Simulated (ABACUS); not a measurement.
# Cr (Im-3m) in ABACUS: reference runs

Reference runs on Cr: the cell as given and a disturbed copy.

Program: ABACUS 3.10.1. These are calculated values, not measurements. Logs are shortened: lines on timing, memory, paths and dates and some standing lists are left out, and cuts for length are marked.

## Step 1: The structure

It takes space group Im-3m (No. 229, cubic). The conventional cell has a = 2.969 Å, b = 2.969 Å, c = 2.969 Å, α = 90.00°, β = 90.00°, γ = 90.00°. Cr (site symmetry m-3m) is surrounded by 8 Cr at 2.57 Å.

## Step 2: Single point, PBE, collinear spin, ferromagnetic start

INPUT reads:

```
INPUT_PARAMETERS
suffix              Cr
calculation         scf
basis_type          pw
pseudo_dir          ./
symmetry            1
dft_functional      pbe
ecutwfc             95
pseudo_rcut         10
nspin               2
nbands              13
ks_solver           dav
smearing_method     fd
smearing_sigma      0.00367493
scf_thr             1e-08
scf_nmax            100
mixing_type         broyden
mixing_beta         0.4
cal_force           1
cal_stress          1
kpar                4
```

STRU reads:

```
ATOMIC_SPECIES
Cr 51.9961 Cr.upf

LATTICE_CONSTANT
1.8897261246

LATTICE_VECTORS
-1.4844496776 1.4844496776 1.4844496776
1.4844496776 -1.4844496776 1.4844496776
1.4844496776 1.4844496776 -1.4844496776

ATOMIC_POSITIONS
Direct

Cr
0.0
1
0.0000000000 0.0000000000 0.0000000000 1 1 1 mag 3
```

KPT reads:

```
K_POINTS
0
Gamma
12 12 12 0 0 0
```

Potentials or basis: PseudoDojo NC SR 0.4.1 PBE standard, plane waves.

The run is started by

```
$ OMP_NUM_THREADS=1 mpirun -np 4 abacus > log
```

running log:

```text
ABACUS v3.10.1

               Atomic-orbital Based Ab-initio Computation at UStc

 ------------------------------------------------------------------------------------

 READING GENERAL INFORMATION
                           global_out_dir = OUT.Cr/
                           global_in_card = INPUT
                               pseudo_dir = ./
                              orbital_dir =
                                    DSIZE = 4
                                    GSIZE = 1

 READING UNITCELL INFORMATION
                                    ntype = 1
                  lattice constant (Bohr) = 1.88973
              lattice constant (Angstrom) = 1

 READING ATOM TYPE 1
                               atom label = Cr
                      L=0, number of zeta = 1
                      L=1, number of zeta = 1
                      L=2, number of zeta = 1
             number of atom for this type = 1
               magnetization of element 1 = 3

                        TOTAL ATOM NUMBER = 1
DIRECT COORDINATES
    atom                   x                   y                   z     mag                  vx                  vy                  vz
taud_Cr1            0.0000000000        0.0000000000        0.0000000000  3.0000        0.0000000000        0.0000000000        0.0000000000

                          Volume (Bohr^3) = 88.2984
                             Volume (A^3) = 13.0845

 Lattice vectors: (Cartesian coordinate: in unit of a_0)
             -1.48445            +1.48445            +1.48445
             +1.48445            -1.48445            +1.48445
             +1.48445            +1.48445            -1.48445
 Reciprocal vectors: (Cartesian coordinate: in unit of 2 pi/a_0)
                   +0           +0.336825           +0.336825
            +0.336825                  +0           +0.336825
            +0.336825           +0.336825                  +0
 The esolver type has been set to : ksdft_pw

                PAO radial cut off (Bohr) = 10

 Read in pseudopotential file is Cr.upf
                     pseudopotential type = NC
          exchange-correlation functional = PBE
                 nonlocal core correction = 1
                        valence electrons = 14
                                     lmax = 2
                           number of zeta = 4
[... 5 lines left out ...]
                           L of projector = 2
                           L of projector = 2
     initial pseudo atomic orbital number = 10
 The readin total magnetization is 3

 SETUP THE ELECTRONS NUMBER
            electron number of element Cr = 14
      total electron number of element Cr = 14
            AUTOSET number of electrons:  = 14
                           occupied bands = 7
                                   NBANDS = 13
                                   NLOCAL = 9

%%%%%%%%%%%%%%%%%%%%%%%%%%%%%%%%%%%%%%%%%%%%%%%%%%%%%%%%%%%%%%%%%%%%%%%%%%%%%%%%%%%%%%%%%%%%%%%%%%%%%%%%%%
 Warning: the number of valence electrons in pseudopotential > 6 for Cr: [Ar] 3d5 4s1
 Pseudopotentials with additional electrons can yield (more) accurate outcomes, but may be less efficient.
 If you're confident that your chosen pseudopotential is appropriate, you can safely ignore this warning.
%%%%%%%%%%%%%%%%%%%%%%%%%%%%%%%%%%%%%%%%%%%%%%%%%%%%%%%%%%%%%%%%%%%%%%%%%%%%%%%%%%%%%%%%%%%%%%%%%%%%%%%%%%

 SETUP THE PLANE WAVE BASIS
 energy cutoff for charge/potential (unit:Ry) = 380
            fft grid for charge/potential = [ 32, 32, 32 ]
                        fft grid division = [ 1, 1, 1 ]
        big fft grid for charge/potential = [ 32, 32, 32 ]
                                     nbxx = 32768
                                     nrxx = 32768

 SETUP PLANE WAVES FOR CHARGE/POTENTIAL
                    number of plane waves = 11033
                         number of sticks = 673

 PARALLEL PW FOR CHARGE/POTENTIAL
     PROC   COLUMNS(POT)             PW
        1            673          11033
 --------------- sum -------------------
        1            673          11033
                            number of |g| = 141
                                  max |g| = 34.2623
                                  min |g| = 0

----------- Double Check Mixing Parameters Begin ------------
mixing_type: broyden
mixing_beta: 0.4
mixing_gg0: 1
mixing_gg0_min: 0.1
mixing_beta_mag: 1.6
mixing_gg0_mag: 0
mixing_ndim: 8
----------- Double Check Mixing Parameters End ------------

 LATTICE VECTORS: (CARTESIAN COORDINATE: IN UNIT OF A0)
             -1.48445            +1.48445            +1.48445
             +1.48445            -1.48445            +1.48445
             +1.48445            +1.48445            -1.48445
                       right hand lattice = 1
                                   NORM_A = 2.57114
                                   NORM_B = 2.57114
                                   NORM_C = 2.57114
                           ALPHA (DEGREE) = 109.471
                           BETA  (DEGREE) = 109.471
                           GAMMA (DEGREE) = 109.471

 The lattice vectors have been changed (STRU_SIMPLE.cif)

(for optimal symmetric configuration:)
                             BRAVAIS TYPE = 2
                     BRAVAIS LATTICE NAME = 02. Cubic I (body-centered)
                                    ibrav = 2
                                    IBRAV = 2
                                  BRAVAIS = BODY CENTERED CUBIC
                       LATTICE CONSTANT A = 2.9689
Original cell was already a primitive cell.
                        ROTATION MATRICES = 48
              PURE POINT GROUP OPERATIONS = 48
                   SPACE GROUP OPERATIONS = 48
                              POINT GROUP = O_h
               POINT GROUP IN SPACE GROUP = O_h

 SETUP K-POINTS
                                    nspin = 2
                   Input type of k points = Monkhorst-Pack(Gamma)
                                   nkstot = 1728
                       right hand lattice = 1
(for reciprocal lattice: )
                             BRAVAIS TYPE = 3
                     BRAVAIS LATTICE NAME = 03. Cubic F (face-centered)
                                    ibrav = 3
                       right hand lattice = 1
(for k-lattice: )
                             BRAVAIS TYPE = 3
                     BRAVAIS LATTICE NAME = 03. Cubic F (face-centered)
                                    ibrav = 3
                       right hand lattice = 1
                        ROTATION MATRICES = 48
                               nkstot_ibz = 72
K-POINTS REDUCTION ACCORDING TO SYMMETRY
     IBZ    DIRECT_X    DIRECT_Y    DIRECT_Z  WEIGHT  ibz2bz
       1  0.00000000  0.00000000  0.00000000  0.0006       0
       2 -0.08333333  0.08333333  0.00000000  0.0069       1
       3 -0.16666667  0.16666667  0.00000000  0.0069       2
       4 -0.25000000  0.25000000  0.00000000  0.0069       3
       5 -0.33333333  0.33333333  0.00000000  0.0069       4
       6 -0.41666667  0.41666667  0.00000000  0.0069       5
[... 22 lines left out ...]
      29 -0.16666667  0.16666667  0.08333333  0.0139     178
      30  0.41666667  0.25000000  0.25000000  0.0139     183
[... 42 further k points ...]

                               nkstot now = 72
[... K-POINTS DIRECT COORDINATES: 72 rows ...]

           k-point number in this process = 18
       minimum distributed K point number = 18
[... stars of the k points ...]
                             nks(nspin=2) = 36
                          nkstot(nspin=2) = 144

[... K-POINTS CARTESIAN COORDINATES: 36 rows ...]

[... K-POINTS DIRECT COORDINATES: 36 rows ...]

 SETUP PLANE WAVES FOR WAVE FUNCTIONS
     energy cutoff for wavefunc (unit:Ry) = 95
              fft grid for wave functions = [ 32, 32, 32 ]
                    number of plane waves = 2093
                         number of sticks = 219

 PARALLEL PW FOR WAVE FUNCTIONS
     PROC   COLUMNS(POT)             PW
        1            219           2093
 --------------- sum -------------------
        1            219           2093

 SETUP NONLOCAL PSEUDOPOTENTIALS IN PLANE WAVE BASIS
 Cr non-local projectors:
 projector 1 L=0
 projector 2 L=0
 projector 3 L=1
 projector 4 L=1
 projector 5 L=2
 projector 6 L=2
      TOTAL NUMBER OF NONLOCAL PROJECTORS = 18

 Init Non-Local PseudoPotential table :
 Init Non-Local-Pseudopotential done.

                                     npwx = 1409

 Make real space PAO into reciprocal space.
       max mesh points in Pseudopotential = 1001
     dq(describe PAO in reciprocal space) = 0.01
                                    max q = 1174

 number of pseudo atomic orbitals for Cr is 4
WARNING: norm of atomic wavefunction # 3 of atomic type Cr is 0.999954, renormalized
WARNING: norm of atomic wavefunction # 4 of atomic type Cr is 0.999517, renormalized

 -------------------------------------------
 SELF-CONSISTENT
 -------------------------------------------
                                 init_chg = atomic

 PW ALGORITHM --------------- ION=   1  ELEC=   1--------------------------------
          total magnetism (Bohr mag/cell) = 1.05688
       absolute magnetism (Bohr mag/cell) = 1.07019
                        nelec for spin up = 7.52844
                      nelec for spin down = 6.47156

 Density error is 0.477415173115
                          Error Threshold = 0.01
----------------------------------------------------------
     Energy           Rydberg                 eV
----------------------------------------------------------
 E_KohnSham     -177.8743941036      -2420.1052881072
 E_Harris       -184.1933953433      -2506.0797106354
 E_Fermi        1.3933910130         18.9580573195
----------------------------------------------------------

 PW ALGORITHM --------------- ION=   1  ELEC=   2--------------------------------
          total magnetism (Bohr mag/cell) = 0.0163387121447
       absolute magnetism (Bohr mag/cell) = 0.142421377176
                        nelec for spin up = 7.00816935607
                      nelec for spin down = 6.99183064393
[... 107 lines left out ...]
 PW ALGORITHM --------------- ION=   1  ELEC=   9--------------------------------
          total magnetism (Bohr mag/cell) = -3.39047596949e-06
       absolute magnetism (Bohr mag/cell) = 2.98667759867e-05
                        nelec for spin up = 6.99999830476
                      nelec for spin down = 7.00000169524

 Density error is 3.01034253424e-09
                          Error Threshold = 8.26583439742e-10
----------------------------------------------------------
     Energy           Rydberg                 eV
----------------------------------------------------------
 E_KohnSham     -177.9940530719      -2421.7333318924
 E_KS(sigma->0) -177.9938198990      -2421.7301594122
 E_Harris       -177.9942404250      -2421.7358809621
 E_band         -13.0722975414       -177.8577325149
 E_one_elec     -62.8073178040       -854.5373982314
 E_Hartree      38.2038841354        519.7905099737
 E_xc           -26.2532452183       -357.1937259608
 E_Ewald        -127.1369078392      -1729.7863727134
 E_entropy(-TS) -0.0004663458        -0.0063449605
 E_descf        0.0000000000         0.0000000000
 E_exx          0.0000000000         0.0000000000
 E_Fermi        1.2447788976         16.9360857572
----------------------------------------------------------

 charge density convergence is achieved
 final etot is -2421.7333319 eV
 EFERMI = 16.936085757 eV

 STATE ENERGY(eV) AND OCCUPATIONS    NSPIN == 2
SPIN UP :
 1/18 kpoint (Cartesian) = 0.0000 0.0000 0.0000 (1409 pws)
       1       -54.9404    0.000578704
       2       -25.8952    0.000578704
       3       -25.8952    0.000578704
       4       -25.8952    0.000578704
       5        9.50620    0.000578704
       6        16.2340    0.000578703
       7        16.2340    0.000578703
       8        16.2340    0.000578703
       9        17.9933    3.79557e-13
      10        17.9933    3.79557e-13
      11        38.2972        0.00000
      12        38.2972        0.00000
      13        38.2972        0.00000

 2/18 kpoint (Cartesian) = 0.028069 -0.028069 0.0000 (1409 pws)
       1       -54.9320     0.00694444
       2       -25.9380     0.00694444
       3       -25.9088     0.00694444
       4       -25.8954     0.00694444
       5        9.77831     0.00694444
       6        16.1362     0.00694444
       7        16.2150     0.00694444
       8        16.4092     0.00694426
       9        17.8907    3.54615e-11
      10        18.0007    3.92890e-12
      11        37.3906        0.00000
      12        38.1203        0.00000
      13        38.3962        0.00000
[... 46 lines left out ...]
 6/18 kpoint (Cartesian) = 0.14034 -0.14034 0.0000 (1374 pws)
       1       -54.8224     0.00694444
       2       -26.4745     0.00694444
       3       -26.0824     0.00694444
       4       -25.8974     0.00694444
       5        13.0406     0.00694444
       6        14.9982     0.00694444
       7        17.0553    0.000585980
       8        17.9733    6.79518e-12
       9        18.2362    3.54200e-14
      10        19.1527    3.87548e-22
      11        26.6425    3.40811e-87
      12        33.4511        0.00000
      13        36.5658        0.00000

[... levels at 30 further k points ...]

------------------------------------------------------------------------------------------
 TOTAL-FORCE (eV/Angstrom)
------------------------------------------------------------------------------------------
                       Cr1         0.0000000000         0.0000000000         0.0000000000
------------------------------------------------------------------------------------------

----------------------------------------------------------------
 TOTAL-STRESS (KBAR)
----------------------------------------------------------------
      -248.0939948347         0.0000000000         0.0000000000
         0.0000000000      -248.0939948347        -0.0000000000
        -0.0000000000        -0.0000000000      -248.0939948347
----------------------------------------------------------------
 TOTAL-PRESSURE: -248.093995 KBAR

 --------------------------------------------
 !FINAL_ETOT_IS -2421.7333318924443120 eV
 --------------------------------------------
```

Run time: 5.8 s. Hardware: 4 MPI ranks of Intel Xeon Platinum 8488C (Sapphire Rapids), shared host; peak memory 0.32 GiB.

Results:

```
Free energy            : -2421.7333 eV
Pressure               : -24.8 GPa
Band gap on the k mesh : none (metal or under the smearing width)
Net moment             : 0.00 μB per cell
Absolute moment        : 0.00 μB per cell
```

Levels at points of the mesh, in eV from the Fermi level:
Spin up:
```csv
k point,band 3,band 4,band 5,band 6,band 7,band 8,band 9
"(0.00, 0.00, 0.00)",-42.83,-42.83,-7.43,-0.70,-0.70,-0.70,1.06
"(0.50, 0.50, 0.00)",-43.03,-42.83,-3.84,-2.02,0.83,1.04,1.33
"(0.50, 0.50, 0.50)",-43.27,-43.27,-3.59,-3.59,2.16,2.16,2.16
```
Spin down:
```csv
k point,band 5,band 6,band 7,band 8,band 9
"(0.00, 0.00, 0.00)",-7.43,-0.70,-0.70,-0.70,1.06
"(0.50, 0.50, 0.00)",-3.84,-2.02,0.83,1.04,1.33
"(0.50, 0.50, 0.50)",-3.59,-3.59,2.16,2.16,2.16
```

Caveat: the starting moments collapsed, and a magnetic state may lie lower; so large a pressure means that the cell lies far from this level's equilibrium, or that cutoff or potentials fall short.

(Continued in part 2 of 2.)
